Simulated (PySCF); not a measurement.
Match each property card to its molecule.

Structures:
1. `C#Cc1ccccc1`
2. `Cc1nnncc1C=O`
3. `Cl/C=C/Br`
4. `O=C([O-])OCF`

Card P (geometry PBE0-D3(BJ)/def2-SVP):
- Rotational constants A, B, C: 52.162, 1.006, 0.987 GHz
- Point group: Cs
- Dipole moment (PBE0-D3(BJ)/def2-SVP): 0.07 D

Card Q (geometry GFN2-xTB):
* Rotational constants A, B, C: 5.752, 1.557, 1.225 GHz
* Static isotropic polarisability (wB97X-D/def2-SVPD): 91.9 au
* Dipole moment (wB97X-D/def2-SVPD): 0.71 D
* Point group: C2v
* Lowest singlet excitation (TDDFT wB97X-D/def2-SVPD): 5.26 eV (236 nm, f = 0.000)

Card R (geometry PBE0-D3(BJ)/def2-SVP):
* Rotational constants A, B, C: 8.522, 2.322, 2.058 GHz
* Largest of the computed one-bond spin–spin couplings (means over like bonds) (B3LYP/pcJ-1): 19F–13C -254.9, 13C–1H +169.2 (×2), 17O–13C +35.4, 17O–13C +29.3, 17O–13C +25.0 (×2) Hz
* 13C chemical shifts (computed TMS as zero) by class (GIAO PBE0/pcSseg-1): 151.1 (1 C), 100.5 (1 C) ppm
* HOMO energy (PBE0/pcSseg-1): -1.91 eV

Card S (geometry GFN2-xTB):
* Rotational constants A, B, C: 3.216, 1.519, 1.038 GHz
* Static isotropic polarisability (wB97X-D/def2-SVPD): 79.5 au
* Strongest line among the 8 lowest singlet transitions (TDDFT wB97X-D/def2-SVPD): S7 at 5.88 eV (211 nm, f = 0.139)
* 13C chemical shifts (computed TMS as zero) by class (GIAO PBE0/pcSseg-1): 201.6 (1 C), 159.1 (1 C), 151.5 (1 C), 120.5 (1 C), 26.4 (1 C) ppm
* Lowest triplet excitation (Tamm–Dancoff) (TDA wB97X-D/def2-SVPD): 2.21 eV

Species are written as SMILES; each is one conformer at its optimised geometry, gas phase, non-relativistic unless stated. Electronic properties by PySCF. NMR classes are plain means over equivalent atoms (diastereotopic ones count apart unless rotation or inversion swaps them), as if these changed places fast.

Q: Which card belongs to which structure?

A: P = 3, Q = 1, R = 4, S = 2. What ties each card to its structure:
- 1 (card Q), C8H6, monoisotopic mass 102.0 u, 8 heavy atoms: point group C2v; an asymmetric top with C = 1.225 GHz; polarisability 91.9 au for 54 electrons; dipole 0.71 D.
- 2 (card S), C5H5N3O, monoisotopic mass 123.0 u, 9 heavy atoms: 5 C in 5 classes; the least shielded carbon (201.6 ppm) is an aldehyde carbon; an asymmetric top with C = 1.038 GHz; polarisability 79.5 au for 64 electrons.
- 3 (card P), C2H2BrCl, monoisotopic mass 139.9 u, 4 heavy atoms: point group Cs; an asymmetric top with C = 0.987 GHz, the lowest such constant on the cards; dipole 0.07 D.
- 4 (card R), [C2H2FO3]-, monoisotopic mass 93.0 u, 6 heavy atoms: 2 C in 2 classes; a HOMO at -1.91 eV for the only species of charge -1; the least shielded carbon (151.1 ppm) is a carbonate carbon; an asymmetric top with C = 2.058 GHz, the highest such constant on the cards.
